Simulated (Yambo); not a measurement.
# AlN (F-43m) in Yambo: a series of runs

Runs on AlN. Level: LDA. Tasks: optical spectrum by the Bethe-Salpeter equation.

Program: Yambo 5.3.0. These are calculated values, not measurements. Logs are shortened: lines on timing, memory, paths and dates and some standing lists are left out, and cuts for length are marked.

### Step 1. The crystal as given

The structure is cubic, space group F-43m (No. 216). The conventional cell has a = 4.368 Å, b = 4.368 Å, c = 4.368 Å, α = 90.00°, β = 90.00°, γ = 90.00°. Al (site symmetry -43m) has 4 N at 1.89 Å as nearest neighbours. N (site symmetry -43m) is surrounded by 4 Al at 1.89 Å.

Measurements of this composition are mostly on another form, of space group No. 186.

### Step 2. Optical spectrum by the Bethe-Salpeter equation, LDA

Input file bse5.in:

```
optics
bse
bss
rim_cut
RandQpts= 1000000
RandGvec= 50 RL
BSKmod= "HARTREE"
BSEmod= "retarded"
BSSmod= "d"
% BSEQptR
 1 | 1 |
%
% BSEBands
 3 | 6 |
%
BSENGexx= 20 Ry
% BEnRange
 0 | 15 | eV
%
% BDmRange
 0.1 | 0.1 | eV
%
BEnSteps= 200
% BLongDir
 1 | 1 | 1 |
%
BSEprop= "abs"
WRbsWF
% KfnQP_E
 1.48 | 1.0 | 1.0 |
%
```

Input file scf.in:

```
&CONTROL
  calculation = 'scf'
  prefix = 'pwscf'
  outdir = './tmp'
  pseudo_dir = './pseudo'
/
&SYSTEM
  ibrav = 0
  nat = 2
  ntyp = 2
  ecutwfc = 84
  nbnd = 9
  occupations = 'smearing'
  smearing = 'fd'
  degauss = 0.00367493
  force_symmorphic = .true.
/
&ELECTRONS
  conv_thr = 4d-10
  electron_maxstep = 120
  mixing_beta = 0.5
/
ATOMIC_SPECIES
Al    26.9815 Al.upf
N     14.0070 N.upf
CELL_PARAMETERS angstrom
   0.0000000000    2.1839935596    2.1839935596
   2.1839935596    0.0000000000    2.1839935596
   2.1839935596    2.1839935596    0.0000000000
ATOMIC_POSITIONS crystal
Al     0.0000000000    0.0000000000    0.0000000000
N      0.2500000000    0.2500000000    0.2500000000
K_POINTS automatic
10 10 10 0 0 0
```

Input file nscf.in:

```
&CONTROL
  calculation = 'nscf'
  prefix = 'pwscf'
  outdir = './tmp'
  pseudo_dir = './pseudo'
/
&SYSTEM
  ibrav = 0
  nat = 2
  ntyp = 2
  ecutwfc = 84
  nbnd = 54
  occupations = 'fixed'
  force_symmorphic = .true.
/
&ELECTRONS
  conv_thr = 1d-08
  diago_full_acc = .true.
  diago_thr_init = 1d-06
/
ATOMIC_SPECIES
Al    26.9815 Al.upf
N     14.0070 N.upf
CELL_PARAMETERS angstrom
   0.0000000000    2.1839935596    2.1839935596
   2.1839935596    0.0000000000    2.1839935596
   2.1839935596    2.1839935596    0.0000000000
ATOMIC_POSITIONS crystal
Al     0.0000000000    0.0000000000    0.0000000000
N      0.2500000000    0.2500000000    0.2500000000
K_POINTS automatic
6 6 6 0 0 0
```

Potentials or basis: PseudoDojo 0.4.1 SR LDA standard.

The run is started by

```bash
$ OMP_NUM_THREADS=1 pw.x -in scf.in > scf.out
$ OMP_NUM_THREADS=1 pw.x -in nscf.in > nscf.out
$ cd tmp/pwscf.save; p2y; mv SAVE ../..; cd ../..
$ OMP_NUM_THREADS=1 yambo
$ mkdir -p bse5; ln -s $PWD/g0w00/ndb.RIM bse5/
$ OMP_NUM_THREADS=1 yambo -F bse5.in -J bse5 -C bse5_out
$ OMP_NUM_THREADS=1 ypp -J bse5 -C bse5_out -e s -b 1
```

Yambo's report:

```text
[... sections 02.01 to 02.04 as in the set-up run ...]

  [02.05] Energies & Occupations
  ==============================

  [X] === General ===
  [X] Electronic Temperature                        :  0.000000  0.000000 [eV K]
  [X] Bosonic    Temperature                        :  0.000000  0.000000 [eV K]
  [X] Finite Temperature mode                       : no
  [X] El. density                                   :  0.38398E+24 [cm-3]
  [X] Fermi Level                                   :  6.646735 [eV]

  [X] === Gaps and Widths ===
  [X] Conduction Band Min                           :  3.258602 [eV]
  [X] Valence Band Max                              :  0.000000 [eV]
  [X] Filled Bands                                  :   4
  [X] Empty Bands                                   :    5   54
  [X] Direct Gap                                    :  4.243718 [eV]
  [X] Direct Gap localized at k                     :  1
  [X] Indirect Gap                                  :  3.258602 [eV]
  [X] Indirect Gap between kpts                     :   1  13
  [X] Last valence band width                       :  2.533761 [eV]
  [X] 1st conduction band width                     :  4.645098 [eV]

 [03] Transferred momenta grid and indexing
 ==========================================

 IBZ Q-points                                      :  16
 BZ  Q-points                                      :  216

 K/Q-points units:
 rlu = crystal or reduced units; cc = cartesian coordinates; iku = interal k-units

 Q [ 1]         [rlu]:  0.000000  0.000000  0.000000
 Q [ 2]         [rlu]:  0.37242E-17  0.37242E-17  0.16667
 Q [ 3]         [rlu]:  0.74483E-17  0.74483E-17  0.33333
 Q [ 4]         [rlu]:  0.10596E-16  0.10596E-16 -0.50000
 Q [ 5]         [rlu]:  0.11424E-17  0.16667      0.16667
 Q [ 6]         [rlu]:  0.37242E-17  0.16667      0.33333
 Q [ 7]         [rlu]:  0.16156E-16  0.16667      0.50000
 Q [ 8]         [rlu]:  0.10596E-16  0.16667     -0.33333
 Q [ 9]         [rlu]: -0.74483E-17  0.16667     -0.16667
 Q [10]         [rlu]:  0.22848E-17  0.33333      0.33333
 Q [11]         [rlu]:  0.80778E-17  0.33333      0.50000
 Q [12]         [rlu]:  0.25179E-17  0.33333     -0.33333
 Q [13]         [rlu]: -0.39890E-16 -0.50000     -0.50000
 Q [14]         [rlu]:  0.166667  0.333333  0.500000
 Q [15]         [rlu]:  0.166667  0.333333 -0.333333
 Q [16]         [rlu]:  0.166667 -0.500000 -0.333333

 [04] Coloumb potential Random Integration (RIM)
 ===============================================

 Summary of Coulomb integrals for non-metallic bands |Q|[au] RIM/Bare

 Q [1] 0.100000E-4 0.995998 * Q [2] 0.219740 1.065683
 Q [5] 0.253734 1.065194 * Q [9] 0.358834 1.026119
 Q [6] 0.420770 1.019967 * Q [3] 0.439480 1.017314
 Q [10] 0.507468 1.014132 * Q [8] 0.553000 1.010838
 Q [14] 0.567366 1.011005 * Q [7] 0.621518 1.009135
 Q [11] 0.659220 1.008371 * Q [4] 0.659220 1.007575
 Q [12] 0.717668 1.006648 * Q [15] 0.750555 1.006102
 Q [13] 0.761202 1.005892 * Q [16] 0.802377 1.005337

 [WARNING] [BS] User bands 3-6 break level degeneracy

 [05] External/Internal QP corrections
 =====================================

 [QP_apply] Action to be applied: USER defined scissor
[... 75 lines left out ...]
   DIP e/h energy range                             : -1.000000 -1.000000 [eV]
   RL vectors in the sum                            :  2421
   [r,Vnl] included                                 : yes
   Bands ordered                                    : yes
   Direct v evaluation                              : no
   Approach used                                    : G-space v
   Dipoles computed                                 : R V P [G-space]
   Wavefunctions                                    : Slater exchange(X)+Perdew & Wang(C)

  [WARNING] [r,Vnl^pseudo] included in position and velocity dipoles.

  [WARNING] In case H contains other non local terms, these are neglected

 [07] Bethe Salpeter Equation driver
 ===================================

  [07.01] Bethe Salpeter Equation @q1
  ===================================

   [07.01.01] Transition pre-analysis @q1
   ======================================

   [07.01.02] Transition Groups build-up @q1
   =========================================

   [BSK] Transition groups (total):  16
   [BSK] Size (resonant):   864
   [BSK]         (total):   864
   [BSK] N. of matrices :  1

   [07.01.03] Loading Dipoles @q1
   ==============================

   [07.01.04] Independent Particles properties @q1
   ===============================================

   [07.01.05] BSE Kernel @q1 (Resonant EXCHANGE)
   =============================================

   [BSE] Exchange components :  229

   [07.01.06] Main kernel loop
   ===========================

   [WR./bse5//ndb.BS_Q1_CPU_0]-----------------------------------------------------
    Brillouin Zone Q/K grids (IBZ/BZ)                :   16  216   16  216
    RL vectors                                       :  2421 [WF]
    Coulomb cutoff potential                         : none
    Parallel CPUs
    Parallel Roles
    Fragmentation                                    : no
    BS kernel          wavefunctions                 : Slater exchange(X)+Perdew & Wang(C)
    Static diel. fun.  energies                      : Slater exchange(X)+Perdew & Wang(C)
    wavefunctions                                    : Slater exchange(X)+Perdew & Wang(C)
    [K] Identifier                                   :   4754
    [K] Dimension                                    :   864
    [K] Bands                                        :   3   6
    [K] Exchange                                     : yes [res]
    [K] Correlation                                  : no [res]
    [K] Kernel`s coupling                            : no
    [K] Exchange                                     : no [cpl]
    [K] Correlation                                  : no [cpl]
    [K] W interaction is bare                        : no
    [K] ALDA kernel in R-space                       : no
    [K] RL vectors                                   :  229 [exchange]
    [K] E/h energy range                             : -1.000000 -1.000000 [eV]
    [K] Coupling range                               :  100.0000  100.0000 [o/o]
    [K] Kernel long-range exchange                   : BAR

  [07.02] BSE solver(s) @q1
  =========================

  [07.03] Diago Solver @q1
  ========================

  [WR./bse5//ndb.BS_diago_Q1]-----------------------------------------------------
   BS kernel          energies                      : Slater exchange(X)+Perdew & Wang(C)+ user defined corrections @E
   [K] Identifier                                   :   4754
   [K] Dimension                                    :   864
   [K] Bands                                        :   3   6
   [K] Exchange                                     : yes [res]
   [K] Correlation                                  : no [res]
   [K] Kernel`s coupling                            : no
   [K] Exchange                                     : no [cpl]
   [K] Correlation                                  : no [cpl]
   [K] W interaction is bare                        : no
   [K] ALDA kernel in R-space                       : no
   [K] RL vectors                                   :  229 [exchange]
   [K] E/h energy range                             : -1.000000 -1.000000 [eV]
   [K] Coupling range                               :  100.0000  100.0000 [o/o]
   [K] Kernel long-range exchange                   : BAR
   [BSS] Eigenstates included                       : yes
   [BSS] Field direction                            :  0.577350E-5  0.577350E-5  0.577350E-5
   [BSS] Eigenstates computed                       :   864
   [BSS] Number of BSE matrices                     :  1
```

o-bse5.eps_q1_diago_bse:

```text
# Absorption @ Q(1):  0.577350269     0.577350269     0.577350269    [q->0 direction]
#
[... 38 lines left out ...]
#
        0.000000           0.000000           3.314354           0.000000           3.383219
        0.075377           0.416096E-3        3.314510           0.453296E-3        3.383389
        0.150754           0.832593E-3        3.314981           0.907051E-3        3.383902
        0.226131           0.001250           3.315765           0.001362           3.384756
        0.301508           0.001668           3.316864           0.001818           3.385954
        0.376884           0.002089           3.318279           0.002276           3.387495
[... 192 lines left out ...]
        14.92462           0.202060          -1.982961           0.152849          -1.633182
        15.00000           0.175493          -1.846463           0.135060          -1.528277
#
```

o-bse5.exc_qpt1_E_sorted:

```text
# [K] Identifier                                  :   4754
# [K] Dimension                                   :   864
# [K] Bands                                       :   3   6
# [K] Exchange                                    : yes [res]
# [K] Correlation                                 : no [res]
# [K] Kernel`s coupling                           : no
# [K] Exchange                                    : no [cpl]
# [K] Correlation                                 : no [cpl]
# [K] W interaction is bare                       : no
# [K] ALDA kernel in R-space                      : no
# [K] RL vectors                                  :  229 [exchange]
# [K] E/h energy range                            :  -1.00000000     -1.00000000    [eV]
# [K] Coupling range                              :   100.000000      100.000000    [o/o]
# [K] Kernel long-range exchange                  : BAR
#
#
# Atom 1 with Z 13 [cc]:  0.00000000      0.00000000      0.00000000
# Atom 1 with Z 7 [cc]:  2.06357484      2.06357484      2.06357484
#
#    Maximum Residual Value =  0.41955E+00
#
#    E [ev]             Strength           Index
#
     5.73396986        0.885689984E-1      1.00000000
     5.73397080        0.182310770         2.00000000
     6.5354456         0.15524865E-09      3.0000000
     6.5354457         0.39155263E-10      4.0000000
     6.5354457         0.37174671E-17      5.0000000
     6.54045846        0.179065964         6.00000000
[... 49 lines left out ...]
     7.64859421        0.254127606E-2      56.0000000
     7.64859424        0.704871322E-2      57.0000000
[... 809 further lines ...]
```

Wall time 29 s (1 thread of Arm Neoverse V1, shared host); peak memory 0.25 GiB.

What came out:

```yaml
Band_gap_on_the_k_mesh_mean-field_level: 3.26 eV, indirect (least direct gap 4.24 eV)
Lowest_exciton_energy: 5.73 eV
Lowest_bright_exciton_energy: 5.73 eV
```

Dielectric function (along the field direction of the input):
```
energy (eV)  real part  imaginary part
       0.30       3.32            0.00
       0.75       3.33            0.00
       1.28       3.36            0.01
       1.81       3.41            0.01
       2.26       3.47            0.01
       2.79       3.56            0.02
       3.32       3.68            0.03
       3.84       3.84            0.04
       4.30       4.02            0.05
       4.82       4.33            0.07
       5.35       4.86            0.16
       5.80       4.56            0.91
       6.33       6.27            0.68
       6.86       6.24            0.76
       7.39       7.01            3.49
       7.84       1.81            4.82
       8.37       6.50            1.95
       8.89       6.28            9.26
       9.42       3.24            9.98
       9.87      -1.84            2.65
      10.40       0.42            2.03
      10.93      -2.20            5.07
      11.38      -1.77            4.00
      11.91       1.93            1.87
      12.44       1.83            5.24
      12.96       0.80            4.68
      13.42      -3.45            2.64
      13.94      -2.37            0.80
      14.47      -2.84            1.80
      15.00      -1.85            0.18
```

Lowest exciton energies (eV): 5.73, 5.73, 6.54, 6.54, 6.54, 6.54, 6.54, 6.54

Excitons:
```csv
energy (eV),strength (relative to the strongest)
5.734,0.089
5.734,0.18
6.535,1.6e-10
6.535,3.9e-11
6.535,3.7e-18
6.540,0.18
6.540,0.14
6.540,0.28
7.237,1.3e-16
7.237,7.3e-15
7.237,4.8e-15
7.237,5.2e-13
```

Caveat: the scissor is the correction of the direct gap in an earlier G0W0 run on the same states; spectra need much finer meshes, so this one isn't converged.

### Step 3. Optical spectrum by the Bethe-Salpeter equation, LDA

Input file bse6.in:

```
optics
bse
bss
rim_cut
em1s
RandQpts= 1000000
RandGvec= 50 RL
Chimod= "HARTREE"
% BndsRnXs
 1 | 29 |
%
NGsBlkXs= 5 Ry
% LongDrXs
 1 | 1 | 1 |
%
BSKmod= "SEX"
BSEmod= "coupling"
BSSmod= "d"
% BSEQptR
 1 | 1 |
%
% BSEBands
 3 | 6 |
%
BSENGexx= 20 Ry
BSENGBlk= 5 Ry
WehCpl
% BEnRange
 0 | 10 | eV
%
% BDmRange
 0.1 | 0.1 | eV
%
BEnSteps= 300
% BLongDir
 1 | 1 | 1 |
%
BSEprop= "abs"
WRbsWF
% KfnQP_E
 1.48 | 1.0 | 1.0 |
%
```

scf.in is that of step 2.

nscf.in is that of step 2.

Potentials or basis: PseudoDojo 0.4.1 SR LDA standard.

The run is started by

```bash
$ OMP_NUM_THREADS=1 pw.x -in scf.in > scf.out
$ OMP_NUM_THREADS=1 pw.x -in nscf.in > nscf.out
$ cd tmp/pwscf.save; p2y; mv SAVE ../..; cd ../..
$ OMP_NUM_THREADS=1 yambo
$ mkdir -p bse6; ln -s $PWD/bse1/ndb.em1s* bse6/
$ mkdir -p bse6; ln -s $PWD/g0w00/ndb.RIM bse6/
$ OMP_NUM_THREADS=1 yambo -F bse6.in -J bse6 -C bse6_out
$ OMP_NUM_THREADS=1 ypp -J bse6 -C bse6_out -e s -b 1
```

Yambo's report:

```text
[... sections 02.01 to 02.04 as in the set-up run ...]

  [02.05] Energies & Occupations
  ==============================

  [X] === General ===
  [X] Electronic Temperature                        :  0.000000  0.000000 [eV K]
  [X] Bosonic    Temperature                        :  0.000000  0.000000 [eV K]
  [X] Finite Temperature mode                       : no
  [X] El. density                                   :  0.38398E+24 [cm-3]
  [X] Fermi Level                                   :  6.646735 [eV]

  [X] === Gaps and Widths ===
  [X] Conduction Band Min                           :  3.258602 [eV]
  [X] Valence Band Max                              :  0.000000 [eV]
  [X] Filled Bands                                  :   4
  [X] Empty Bands                                   :    5   54
  [X] Direct Gap                                    :  4.243718 [eV]
  [X] Direct Gap localized at k                     :  1
  [X] Indirect Gap                                  :  3.258602 [eV]
  [X] Indirect Gap between kpts                     :   1  13
[... 233 lines left out ...]
    [K] Correlation                                  : yes [res]
    [K] Kernel`s coupling                            : yes
    [K] Exchange                                     : yes [cpl]
    [K] Correlation                                  : yes [cpl]
    [K] W interaction is bare                        : no
    [K] ALDA kernel in R-space                       : no
    [K] RL vectors                                   :  229 [exchange]
    [K] RL vectors                                   :   51 [correlation]
    [K] E/h energy range                             : -1.000000 -1.000000 [eV]
    [K] Coupling range                               :  100.0000  100.0000 [o/o]
    [W] Interaction is diagonal                      : no
    [W] Matrix size                                  :   51
    [W] Bands                                        :   1  29
    [W] e/h energy range                             : -1.000000 -1.000000 [eV]
    [W] Poles                                        :  100.0000 [o/o]
    [W] RL vectors in the sum                        :  2421
    [W] [r,Vnl] included                             : yes
    [W] Field direction                              :  0.577350E-5  0.577350E-5  0.577350E-5
    [W] Coulomb Cutoff                               : none
    [W] Hxc Kernel                                   : HARTREE
    [RIM] RL components                              :   51 [col]
    [RIM] Random points                              :  1000000 [col]
    [SOC] Perturbative SOC                           : no
    [K] Kernel long-range exchange                   : BAR
    [BSS] Eigenstates included                       : yes
    [BSS] Field direction                            :  0.577350E-5  0.577350E-5  0.577350E-5
    [BSS] Eigenstates computed                       :  1728
    [BSS] Number of BSE matrices                     :  1
```

o-bse6.exc_qpt1_E_sorted:

```text
# [K] Identifier                                  :   9579
# [K] Dimension                                   :   864
# [K] Bands                                       :   3   6
# [K] Exchange                                    : yes [res]
# [K] Correlation                                 : yes [res]
# [K] Kernel`s coupling                           : yes
# [K] Exchange                                    : yes [cpl]
# [K] Correlation                                 : yes [cpl]
[... 26 lines left out ...]
#
#    E [ev]             Strength           Index
#
    -14.7608809        0.343108944E-6      2.00000000
    -14.7608790        0.274202537E-7      4.00000000
    -14.7608774        0.133364466E-7      3.00000000
    -14.7598243        0.105620762E-7      1.00000000
    -14.7561089        0.100204548E-4      7.00000000
    -14.7561079        0.640278231E-4      8.00000000
[... 35 lines left out ...]
    -13.9200749        0.430469986E-7      82.0000000
    -13.9200659        0.665199300E-7      80.0000000
[... 1687 further lines ...]
```

What came out:

| Property | Result |
| --- | --- |
| Band gap on the k mesh, mean-field level | 3.26 eV, indirect (least direct gap 4.24 eV) |
| Exciton binding energy | 0.49 eV |
| Lowest exciton energy | 5.23 eV |
| Lowest bright exciton energy | 5.23 eV |

Dielectric function (along the field direction of the input):
| energy (eV) | real part | imaginary part |
| --- | --- | --- |
| 0.27 | 3.77 | 0.00 |
| 0.60 | 3.79 | 0.01 |
| 0.94 | 3.81 | 0.01 |
| 1.27 | 3.85 | 0.01 |
| 1.61 | 3.90 | 0.02 |
| 1.94 | 3.97 | 0.02 |
| 2.27 | 4.06 | 0.03 |
| 2.61 | 4.16 | 0.04 |
| 2.94 | 4.30 | 0.04 |
| 3.28 | 4.46 | 0.06 |
| 3.61 | 4.67 | 0.07 |
| 3.95 | 4.94 | 0.09 |
| 4.28 | 5.31 | 0.13 |
| 4.62 | 5.86 | 0.21 |
| 4.95 | 6.84 | 0.51 |
| 5.28 | 5.73 | 2.46 |
| 5.62 | 7.82 | 0.94 |
| 5.95 | 11.53 | 5.90 |
| 6.29 | 8.44 | 3.00 |
| 6.62 | 5.14 | 17.89 |
| 6.96 | 2.76 | 17.92 |
| 7.29 | -1.03 | 3.15 |
| 7.63 | 2.97 | 2.13 |
| 7.96 | 6.94 | 13.28 |
| 8.29 | -4.27 | 7.74 |
| 8.63 | -1.16 | 3.92 |
| 8.96 | -3.41 | 5.47 |
| 9.30 | -1.52 | 1.16 |
| 9.63 | 0.38 | 1.95 |
| 10.00 | 3.25 | 2.76 |

Lowest exciton energies (eV): 5.23, 5.23, 6.01, 6.01, 6.01, 6.03, 6.03, 6.03

Excitons:
```tsv
energy (eV)	strength (relative to the strongest)
5.231	0.082
5.232	0.083
6.013	3.9e-07
6.013	0.00057
6.014	1.6e-06
6.026	0.1
6.027	0.28
6.027	0.1
6.598	0.33
6.611	0.5
6.611	0.19
6.712	1.6e-05
```

Caveat: the scissor is the correction of the direct gap in an earlier G0W0 run on the same states; exciton energies and binding change strongly with the k mesh and aren't converged on this one; spectra need much finer meshes, so this one isn't converged.

[end of part 1 of 2]
